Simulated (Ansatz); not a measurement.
AgBr under changes of volume

One of the cells (23.644 Å³/atom); the others are scaled copies at fixed shape and fractional positions:

```
CELL_PARAMETERS angstrom
0.00000 2.87015 2.87015
2.87015 0.00000 2.87015
2.87015 2.87015 0.00000
ATOMIC_POSITIONS crystal
Ag 0.00000 0.00000 0.00000
Br 0.50000 0.50000 0.50000
```

```yaml
Program: Ansatz 0.2.0
Functional: LDA
Potentials_or_basis: Ansatz PAW
Cutoff: "420 eV (not typed: the program's choice for these potentials)"
k_mesh: 8 × 8 × 8
Occupations: fermi-dirac, width 0.05 eV
Spin: spin-orbit coupling, no magnetisation
```

```tsv
volume (Å³/atom)	energy over the lowest point (meV/atom)	pressure (GPa)
22.225	0.00	-1.3
22.698	5.44	-2.4
23.171	13.98	-3.4
23.644	25.23	-4.2
24.116	38.80	-5.0
24.589	54.42	-5.6
25.062	?	?
```

Problem. What does the run at 25.062 Å³/atom give?

Solution. Energy over the lowest point 71.79 meV/atom; pressure -6.2 GPa.

Worked out: A Birch-Murnaghan fit of order 3 (a polynomial in V^(-2/3)) to the other rows has its minimum at 21.76 Å³/atom, just outside them, with B0 = V·E''(V) = 64 GPa and B' = 5.4. It gives 71.80 meV/atom at 25.062 Å³/atom, against the run's 71.79, and -dE/dV = -6.2 GPa, against -6.2.

Energies are extrapolated to zero smearing.

Caveats: the PAW data sets come from PBE, with cores solved anew for the run's functional, which leaves a small shift of forces and pressure.
